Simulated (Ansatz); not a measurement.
# AlAs (F-43m): converging a phonon calculation, part 2 of 4

Wanted: convergence of the phonons of AlAs (F-43m) against cost.

Ansatz 0.2.0; DFT PBE, scalar-relativistic, plane waves, PAW.

So far, highest frequency on the path or at a solved wavevector (cm⁻¹): step 3 (phonons on a q mesh) 381; step 4 (q mesh 2×2×2) 381. The relaxed cell has a = 5.728 Å (conventional setting).

## 6. Another q mesh, k-mesh 12×12×12, q mesh 6×6×6

The q mesh is changed to 6×6×6, to see how far the force constants must reach; the k mesh is 12×12×12, against 8×8×8 in the base run, so that the q mesh divides it.

Contents of input.yaml:

```yaml
crystal:
  lattice:
    - [0.0, 2.8641712014, 2.8641712014]
    - [2.8641712014, 0.0, 2.8641712014]
    - [2.8641712014, 2.8641712014, 0.0]
  atoms:
    - { symbol: Al, position: [0.0, 0.0, 0.0] }
    - { symbol: As, position: [0.25, 0.25, 0.25] }
kpoints:
  mp_grid: { grid: [12, 12, 12] }
hamiltonian:
  xc: pbe
scf:
  occupations: { method: fixed }
output:
  eigenvalues: true
phonons:
  method: dfpt
  qmesh: [6, 6, 6]
  temperatures: { t_max: 1000, t_step: 50 }
  qpath:
    path:
      - [[0.0, 0.0, 0.0], [-0.5, -0.5, 0.0], [-0.375, -0.375, 0.25]]
      - [[-0.375, 0.0, 0.375], [0.0, 0.0, 0.0], [0.0, 0.0, 0.5], [-0.5, -0.25, 0.25], [-0.5, -0.5, 0.0]]
    npoints: 10
  non_analytic_term:
    high_frequency_dielectric_tensor: [[9.4998, 0.0, 0.0], [0.0, 9.4998, 0.0], [0.0, 0.0, 9.4998]]
    born_effective_charges:
      - { species: Al, tensor: [[2.1621, 0.0, 0.0], [0.0, 2.1621, 0.0], [0.0, 0.0, 2.1621]] }
      - { species: As, tensor: [[-2.1621, 0.0, 0.0], [0.0, -2.1621, 0.0], [0.0, 0.0, -2.1621]] }
    source: "zone-centre run at this cell"
```

On the command line:

```console
$ ansatz run input.yaml --threads 4 --pin off --max-ram 7168MiB --backend cpu --events-out ev --progress --plain --runs-dir out
```

Numbers of over 12 decimals in the logs are rounded to 6 here.

Output:

```text
[...]
Crystal: 2 atoms, lattice volume = 46.992 Å³
Basis set: ecut = 420 eV, 941 PW (Γ), exchange–correlation on 60×60×60 points (8 copies of the dense FFT grid, shifted against one another)
Bands: 13, of which v1, the nominal top of the filled ones, is band 9 counted from 1 (8 counted from 0)
Symmetry: 24 space group operations
k-points: 72 of 1728 (time reversal used)
[...]
k-point 71: bands = [... 5 lower, -3.8082, 1.0005, 2.9474, 3.2861, 10.2996, 11.4475, 11.5675, 12.0092]
[...]
ASR residual: 8.191e-6 → 0.000e0 eV/Å²; symmetrization residual: 4.759e-6 eV/Å²
  ASR residual per site (eV/Å²): 8.19e-6 7.83e-6
  Γ frequencies (cm⁻¹): 0.00 0.00 0.00 345.47 345.47 345.47
--- Phonons (arbitrary-q DFPT): 16 irreducible q on the 6×6×6 mesh ---
[...]
interpolated dispersion: 63 rows × 6 modes
[...]
[key lines of the parts left out:]
SCF converged after 8 iterations
Free energy (F): -5394.616054 eV
Fermi energy:    5.982864 eV
```

The job ended after 12 min (4 threads of Arm Neoverse V1, shared host; peak memory 2.4 GiB).

The mean frequency is 228.4 cm⁻¹, -0.1 cm⁻¹ against the base run, whose k mesh differs too.

## 7. Comparing the runs

Times are for 4 threads of Arm Neoverse V1, shared host. Results by setting:

```
no.  q mesh    k-mesh  mean frequency (cm⁻¹)  zero-point energy per atom (meV)  lowest frequency on the path (cm⁻¹)    time  memory (GiB)
  1   2×2×2     8×8×8                  230.2                             42.81                                    0    13 s          0.58
  2   3×3×3     9×9×9                  228.6                             42.51                                    0    45 s          0.89
  3   6×6×6  12×12×12                  228.4                             42.47                                    0  12 min           2.4
```

The runs together. Table of phonon density of states by wavenumber; read off at these points; values in 1/cm⁻¹/cell:

```
wavenumber (cm⁻¹)  2×2×2, 8×8×8  3×3×3, 9×9×9  6×6×6, 12×12×12
                2        1.0e-5        1.0e-5           1.0e-5
               22       0.00123        6.6e-4           5.3e-4
               38       0.00377        0.0022          0.00169
               58        0.0109       0.00687          0.00542
               72        0.0279        0.0178           0.0187
               82        0.0333        0.0313           0.0274
               92        0.0331        0.0409           0.0379
              112        0.0171        0.0223           0.0260
              128        0.0175        0.0231           0.0239
              148       0.00409       0.00373          0.00414
              168         0.007       0.00709          0.00858
              182        0.0139        0.0158           0.0227
              192        0.0476        0.0484            0.025
              202        0.0118        0.0108          0.00592
              218             0             0                0
              238             0             0                0
              258             0             0                0
              272             0             0                0
              292             0             0                0
              312        2.3e-4        0.0440           6.0e-4
              328        0.0857        0.0722           0.0870
              332         0.122        0.0939           0.0721
              348       0.00126        0.0281           0.0314
              352        0.0592        0.0230           0.0249
              362        0.0300        0.0201           0.0177
              382       0.00132       0.00386           8.7e-4
```

The runs together, line C_V. Table of C_V by temperature; values in J/mol-atom/K:

```
temperature (K)  2×2×2, 8×8×8  3×3×3, 9×9×9  6×6×6, 12×12×12
              0             0             0                0
             50          5.63          5.50             5.38
            100          11.9          12.0             12.0
            150          16.5          16.6             16.7
            200          19.4          19.5             19.5
            250          21.1          21.1             21.2
            300          22.1          22.2             22.2
            350          22.8          22.8             22.9
            400          23.3          23.3             23.3
            450          23.6          23.6             23.6
            500          23.8          23.9             23.9
            550          24.0          24.1             24.1
            600          24.2          24.2             24.2
            650          24.3          24.3             24.3
            700          24.4          24.4             24.4
            750          24.4          24.5             24.5
            800          24.5          24.5             24.5
            850          24.6          24.6             24.6
            900          24.6          24.6             24.6
            950          24.6          24.6             24.6
           1000          24.7          24.7             24.7
```

## 8. Another k mesh, k-mesh 2×2×2, q mesh 2×2×2

The k mesh is changed to 2×2×2 on a small fixed q mesh, to find the coarsest that serves.

input.yaml, the sections that differ from step 6:

```yaml
kpoints:
  mp_grid: { grid: [2, 2, 2] }
phonons:
  method: dfpt
  dielectric: true
  rigid_motions: translations
  qmesh: [2, 2, 2]
  temperatures: { t_max: 1000, t_step: 50 }
  qpath:
    path:
      - [[0.0, 0.0, 0.0], [-0.5, -0.5, 0.0], [-0.375, -0.375, 0.25]]
      - [[-0.375, 0.0, 0.375], [0.0, 0.0, 0.0], [0.0, 0.0, 0.5], [-0.5, -0.25, 0.25], [-0.5, -0.5, 0.0]]
    npoints: 10
# crystal, hamiltonian, scf, output: as in step 6
```

Output:

```text
[...]
Crystal: 2 atoms, lattice volume = 46.992 Å³
Basis set: ecut = 420 eV, 941 PW (Γ), exchange–correlation on 60×60×60 points (8 copies of the dense FFT grid, shifted against one another)
Bands: 13, of which v1, the nominal top of the filled ones, is band 9 counted from 1 (8 counted from 0)
Symmetry: 24 space group operations
k-points: 5 of 8 (irreducible under 4 space group operations)
[...]
SCF iter   1: F=—  HF=-5392.717948 eV  |F-HF|=—  |Δ(HF+E_count)|=         —  Δρ=1.26e-2  dr2=1.41e-1  ethr=1.77e-3  ⟨swp⟩=4.8  Hψ=334  notcnv=0  defer=6
[...]
SCF iter   7: F=-5392.686922 eV  HF=-5392.686922 eV  |F-HF|=2.12e-10  |Δ(HF+E_count)|=   6.88e-8  Δρ=4.59e-7  dr2=9.89e-11  ethr=1.00e-12  ⟨swp⟩=7.2  Hψ=483  notcnv=0
SCF 1 converged in 7 iterations: F = -5392.686922 eV  dr2 = 9.89e-11
[...]
DFPT response loops at Γ: preconditioner auto → none (the input reference at scf.mixing.eps_inf says where Resta's filter doesn't serve); β = 0.50; Broyden in place of MSR1
── the response to a field inside a basis, on 6×6×6 k-points: an SCF that follows is theirs, and a resumed run solves both again ──
Bands: 10, of which v1, the nominal top of the filled ones, is band 9 counted from 1 (8 counted from 0)
k-points: 28
[...]
Eigensolver: Dense (28 Hₖ)
SCF iter   1: F=—  HF=-5394.652902 eV  |F-HF|=—  |Δ(HF+E_count)|=         —  Δρ=1.45e-2  dr2=1.86e-1  ethr=1.00e-1
[...]
SCF iter   6: F=-5394.614085 eV  HF=-5394.614084 eV  |F-HF|=6.17e-8  |Δ(HF+E_count)|=   4.97e-6  Δρ=9.29e-6  dr2=2.81e-8  ethr=1.49e-8
SCF 1 converged in 6 iterations: F = -5394.614085 eV  dr2 = 2.81e-8
[...]
WARN: field response: ε∞ stands inside a basis, on 6×6×6 points; the force constants stand on the 2×2×2 k-mesh, whose period is 7.05 times the interband length at k = (0.0000, -0.5000, -0.5000), direct gap 3.500 eV, under 14: take them and everything formed from them as unconverged, and compare with a denser kpoints.mp_grid
[...]
SCF converged after 7 iterations
Free energy (F): -5392.686922 eV
[...]
Internal energy: -5392.686922 eV  (E = F + TS)
E sigma→0 (E₀):  -5392.686922 eV
Fermi energy:    6.316580 eV
[...]
--- Band table (eV; the first three rows and the last of 5) ---
  k-point 0: bands = [... 5 lower, -5.3483, 6.3166, 6.3166, 6.3166, 8.0499, 10.3346, 10.3346, 10.3346]
  k-point 1: bands = [... 5 lower, -3.9544, 0.7741, 5.4844, 5.4844, 8.2001, 10.7707, 10.7707, 13.9335]
  k-point 2: bands = [... 5 lower, -3.4075, 0.8672, 4.1511, 4.1511, 7.6511, 8.4638, 16.2428, 16.2428]
  k-point 4: bands = [... 5 lower, -3.4075, 0.8672, 4.1511, 4.1511, 7.6511, 8.4638, 16.2428, 16.2428]
--- Phonons (Γ-DFPT): 2 representative perturbations + reference, on 5 of 8 k-points (Σ response iterations 6) ---
  k mesh reduced under 4 symmetry operations, with k and −k counted as one. Each operation leaves every solved perturbation unchanged. A smaller set is not considered because the run solves the response to a homogeneous field
  ASR residual: 3.158e-4 → 0.000e0 eV/Å²; symmetrization residual: 9.719e-7 eV/Å²
  ASR residual per site (eV/Å²): 4.75e-5 3.16e-4
  Γ frequencies (cm⁻¹): 0.00 0.00 0.00 352.92 352.92 352.92
  ε∞ (high-frequency dielectric tensor):
        9.497157     0.000000    -0.000000
        0.000000     9.497157     0.000000
       -0.000000     0.000000     9.497157
  ε⁰ (static dielectric tensor: ions relaxed, cell fixed):
       11.478605     0.000000    -0.000000
        0.000000    11.478605     0.000000
       -0.000000     0.000000    11.478605
  ε⁰ − ε∞ (ionic part):
        1.981448     0.000000    -0.000000
        0.000000     1.981448     0.000000
       -0.000000     0.000000     1.981448
  softest optical mode at Γ: 352.92 cm⁻¹; the repairs (sum rule, projections) moved no ω² at Γ by more than (1.10 cm⁻¹)²
  Born effective charges Z* (e; rows j = field, columns β = displacement):
    site 0:
         2.16229    0.00000    0.00000
         0.00000    2.16229    0.00000
        -0.00000    0.00000    2.16229
    site 1:
        -2.16229   -0.00000   -0.00000
        -0.00000   -2.16229   -0.00000
         0.00000   -0.00000   -2.16229
  Z* charge neutrality: 5.414e-4 e pre-enforcement
  solved inside a basis spanned on kpoints, on 6×6×6 k-points transformed towards the longest dipole: ε∞ is read to err by 4.0e-2, Z* by 1.9e-2 e (field_mesh: kpoints solves on kpoints); Z* is corrected for what the basis lacks
  optical modes at Γ without the LO–TO term, one row a degenerate level:
      ω (cm⁻¹)  modes    IR ((D/Å)²/amu)
        352.92      3            16.3126
  optical modes at Γ + LO–TO along q̂ = [1.0000, 0.0000, 0.0000]:
      ω (cm⁻¹)  modes    IR ((D/Å)²/amu)
        352.92      2            10.8751
        387.99      1             5.4375
  optical modes at Γ + LO–TO along q̂ = [0.0000, 1.0000, 0.0000]:
      ω (cm⁻¹)  modes    IR ((D/Å)²/amu)
        352.92      2            10.8751
        387.99      1             5.4375
  optical modes at Γ + LO–TO along q̂ = [0.0000, 0.0000, 1.0000]:
      ω (cm⁻¹)  modes    IR ((D/Å)²/amu)
        352.92      2            10.8751
        387.99      1             5.4375
--- Phonons (arbitrary-q DFPT): 3 irreducible q on the 2×2×2 mesh ---
[...]
interpolated dispersion: 63 rows × 6 modes
[...]
zero-point energy: 0.079657 eV/cell   skipped modes (ω ≤ 0): 76, of them read as no rigid motion or as one in doubt: 73 (2.155e-1 modes/cell left out, lowest -36.07 cm⁻¹)   left out of the sums: 3.60e-2 of the cell's modes: C_V's classical limit lies that fraction below 3 k_B per atom; for a crystal, a wire or a layer, F and S can be off by more, and a phonons.interpolated_qmesh denser along its periods is the remedy for the sampling
```

The job ended after 6.7 s (4 threads; peak memory 0.53 GiB; 22 s of CPU time).

The run finished; it serves as a test, and its numbers are not taken as the result.

## 9. Another k mesh, k-mesh 4×4×4, q mesh 2×2×2

The k mesh is changed to 4×4×4 on a small fixed q mesh, to find the coarsest that serves.

input.yaml: that of step 8 with these lines changed.

```diff
@@ -9,3 +9,3 @@
 kpoints:
-  mp_grid: { grid: [2, 2, 2] }
+  mp_grid: { grid: [4, 4, 4] }
 hamiltonian:
```

Output:

```text
[...]
Crystal: 2 atoms, lattice volume = 46.992 Å³
Basis set: ecut = 420 eV, 941 PW (Γ), exchange–correlation on 60×60×60 points (8 copies of the dense FFT grid, shifted against one another)
Bands: 13, of which v1, the nominal top of the filled ones, is band 9 counted from 1 (8 counted from 0)
Symmetry: 24 space group operations
k-points: 18 of 64 (irreducible under 4 space group operations, time reversal used)
[...]
SCF iter   1: F=—  HF=-5394.502317 eV  |F-HF|=—  |Δ(HF+E_count)|=         —  Δρ=5.05e-4  dr2=4.04e-5  ethr=1.77e-3  ⟨swp⟩=4.7  Hψ=1210  notcnv=0  defer=30
[...]
SCF iter   9: F=-5394.502202 eV  HF=-5394.502202 eV  |F-HF|=2.55e-11  |Δ(HF+E_count)|=  2.44e-10  Δρ=1.87e-7  dr2=8.53e-12  ethr=1.00e-12  ⟨swp⟩=7.2  Hψ=1382  notcnv=0
SCF 1 converged in 9 iterations: F = -5394.502202 eV  dr2 = 8.53e-12
[...]
Bands: 10, of which v1, the nominal top of the filled ones, is band 9 counted from 1 (8 counted from 0)
k-points: 28
[...]
Eigensolver: Dense (28 Hₖ)
SCF iter   1: F=—  HF=-5394.615007 eV  |F-HF|=—  |Δ(HF+E_count)|=         —  Δρ=1.82e-3  dr2=2.89e-3  ethr=1.00e-1
[...]
SCF iter   5: F=-5394.614344 eV  HF=-5394.614344 eV  |F-HF|=5.62e-8  |Δ(HF+E_count)|=   8.76e-7  Δρ=1.11e-5  dr2=3.41e-8  ethr=4.84e-9
SCF 1 converged in 5 iterations: F = -5394.614344 eV  dr2 = 3.41e-8
[...]
SCF converged after 9 iterations
Free energy (F): -5394.502202 eV
[...]
Internal energy: -5394.502202 eV  (E = F + TS)
E sigma→0 (E₀):  -5394.502202 eV
Fermi energy:    6.023234 eV
[...]
--- Band table (eV; the first three rows and the last of 18) ---
  k-point 0: bands = [... 5 lower, -5.6450, 6.0232, 6.0232, 6.0232, 7.7911, 10.2368, 10.2368, 10.2368]
  k-point 1: bands = [... 5 lower, -5.0947, 2.6953, 5.5592, 5.5592, 8.4776, 10.8542, 10.8542, 12.2634]
  k-point 2: bands = [... 5 lower, -4.3025, 0.6007, 5.2223, 5.2223, 8.0223, 10.6608, 10.6608, 13.6966]
  k-point 17: bands = [... 5 lower, -3.7557, 1.0205, 2.9770, 3.3124, 10.3261, 11.4732, 11.5821, 12.0314]
[...]
ASR residual: 2.210e-4 → 0.000e0 eV/Å²; symmetrization residual: 1.322e-6 eV/Å²
  ASR residual per site (eV/Å²): 3.10e-6 2.21e-4
  Γ frequencies (cm⁻¹): 0.00 0.00 0.00 346.65 346.65 346.65
  ε∞ (high-frequency dielectric tensor):
        9.498153     0.000000    -0.000000
        0.000000     9.498153     0.000000
       -0.000000     0.000000     9.498153
  ε⁰ (static dielectric tensor: ions relaxed, cell fixed):
       11.551807     0.000000    -0.000000
        0.000000    11.551807    -0.000000
       -0.000000    -0.000000    11.551807
  ε⁰ − ε∞ (ionic part):
        2.053654     0.000000    -0.000000
        0.000000     2.053654    -0.000000
       -0.000000    -0.000000     2.053654
[...]
Born effective charges Z* (e; rows j = field, columns β = displacement):
    site 0:
         2.16220   -0.00000   -0.00000
         0.00000    2.16220    0.00000
        -0.00000    0.00000    2.16220
    site 1:
        -2.16220    0.00000    0.00000
        -0.00000   -2.16220   -0.00000
         0.00000   -0.00000   -2.16220
  Z* charge neutrality: 2.385e-4 e pre-enforcement
[...]
optical modes at Γ without the LO–TO term, one row a degenerate level:
      ω (cm⁻¹)  modes    IR ((D/Å)²/amu)
        346.65      3            16.3113
  optical modes at Γ + LO–TO along q̂ = [1.0000, 0.0000, 0.0000]:
      ω (cm⁻¹)  modes    IR ((D/Å)²/amu)
        346.65      2            10.8742
        382.29      1             5.4371
  optical modes at Γ + LO–TO along q̂ = [0.0000, 1.0000, 0.0000]:
      ω (cm⁻¹)  modes    IR ((D/Å)²/amu)
        346.65      2            10.8742
        382.29      1             5.4371
  optical modes at Γ + LO–TO along q̂ = [0.0000, 0.0000, 1.0000]:
      ω (cm⁻¹)  modes    IR ((D/Å)²/amu)
        346.65      2            10.8742
        382.29      1             5.4371
--- Phonons (arbitrary-q DFPT): 3 irreducible q on the 2×2×2 mesh ---
[...]
interpolated dispersion: 63 rows × 6 modes
[...]
```

It took 9.1 s on 4 threads; peak memory 0.44 GiB.

The run finished; it serves as a test, and its numbers are not taken as the result.

## 10. Another k mesh, k-mesh 6×6×6, q mesh 2×2×2

The k mesh is changed to 6×6×6 on a small fixed q mesh, to find the coarsest that serves.

input.yaml: that of step 9 with these lines changed.

```diff
@@ -9,3 +9,3 @@
 kpoints:
-  mp_grid: { grid: [4, 4, 4] }
+  mp_grid: { grid: [6, 6, 6] }
 hamiltonian:
```

Output:

```text
[...]
Crystal: 2 atoms, lattice volume = 46.992 Å³
Basis set: ecut = 420 eV, 941 PW (Γ), exchange–correlation on 60×60×60 points (8 copies of the dense FFT grid, shifted against one another)
Bands: 13, of which v1, the nominal top of the filled ones, is band 9 counted from 1 (8 counted from 0)
Symmetry: 24 space group operations
k-points: 46 of 216 (irreducible under 4 space group operations, time reversal used)
[...]
optical modes at Γ + LO–TO along q̂ = [0.0000, 1.0000, 0.0000]:
      ω (cm⁻¹)  modes    IR ((D/Å)²/amu)
        345.67      2            10.8731
        381.39      1             5.4365
  optical modes at Γ + LO–TO along q̂ = [0.0000, 0.0000, 1.0000]:
      ω (cm⁻¹)  modes    IR ((D/Å)²/amu)
        345.67      2            10.8731
        381.39      1             5.4365
--- Phonons (arbitrary-q DFPT): 3 irreducible q on the 2×2×2 mesh ---
[...]
interpolated dispersion: 63 rows × 6 modes
[...]
[key lines of the parts left out:]
SCF converged after 7 iterations
Free energy (F): -5394.604168 eV
Fermi energy:    5.989127 eV
```

Run time: 16 s. Hardware: 4 threads; peak memory 0.52 GiB; 57 s of CPU time.

The highest optical mode at the zone centre (no LO-TO term) is 345.7 cm⁻¹, +0.2 cm⁻¹ against the base run.

The log warns of the k mesh: “the force constants stand on the 6×6×6 k-mesh, whose period is 9.92 times the interband length at k = (0.0000, 0.0000, 0.0000), direct gap 1.774 eV, under 14: take them and everything formed from them as unconverged”.

## 11. Another k mesh, q mesh 2×2×2

The k mesh is changed to 8×8×8 on a small fixed q mesh, to find the coarsest that serves.

input.yaml: that of step 10 with these lines changed.

```diff
@@ -9,3 +9,3 @@
 kpoints:
-  mp_grid: { grid: [6, 6, 6] }
+  mp_grid: { grid: [8, 8, 8] }
 hamiltonian:
```

Output:

```text
[...]
Crystal: 2 atoms, lattice volume = 46.992 Å³
Basis set: ecut = 420 eV, 941 PW (Γ), exchange–correlation on 60×60×60 points (8 copies of the dense FFT grid, shifted against one another)
Bands: 13, of which v1, the nominal top of the filled ones, is band 9 counted from 1 (8 counted from 0)
Symmetry: 24 space group operations
k-points: 95 of 512 (irreducible under 4 space group operations, time reversal used)
[...]
optical modes at Γ + LO–TO along q̂ = [0.0000, 1.0000, 0.0000]:
      ω (cm⁻¹)  modes    IR ((D/Å)²/amu)
        345.51      2            10.8733
        381.25      1             5.4367
  optical modes at Γ + LO–TO along q̂ = [0.0000, 0.0000, 1.0000]:
      ω (cm⁻¹)  modes    IR ((D/Å)²/amu)
        345.51      2            10.8733
        381.25      1             5.4367
--- Phonons (arbitrary-q DFPT): 3 irreducible q on the 2×2×2 mesh ---
[...]
interpolated dispersion: 63 rows × 6 modes
[...]
[key lines of the parts left out:]
SCF converged after 7 iterations
Free energy (F): -5394.614455 eV
Fermi energy:    5.983970 eV
```

Wall time 27 s (4 threads); peak memory 0.65 GiB; 100 s of CPU time.

Frequencies (cm⁻¹) solved at each irreducible wavevector; negative means imaginary. Frequencies by wavevector, by row:

```
q in reciprocal lattice units  star  mode 1  mode 2  mode 3  mode 4  mode 5  mode 6
                        0 0 0     1       0       0       0   345.5   345.5   345.5
                     0 0 -0.5     4    73.3    73.3   204.4   333.1   333.1   353.6
                  0 -0.5 -0.5     3    97.9    97.9   206.7   314.9   314.9   375.9
```

The highest optical mode at the zone centre (no LO-TO term) is 345.5 cm⁻¹, +0.0 cm⁻¹ against the base run.

The log warns of the k mesh: “the force constants stand on the 8×8×8 k-mesh, whose period is 11.01 times the interband length at k = (0.0000, 0.0000, 0.0000), direct gap 1.775 eV, under 14: take them and everything formed from them as unconverged”.

(Continued in part 3 of 4.)

[Logs are printed without paths, hosts, clocks, repeated set-up lines and the standing remarks that a program may print on its own settings, such as how far it seeks lower states.]

[Hosts, paths, dates, database ids (printed as entryN), source tags and the programs' standing remarks are cut or masked in the printed files.]
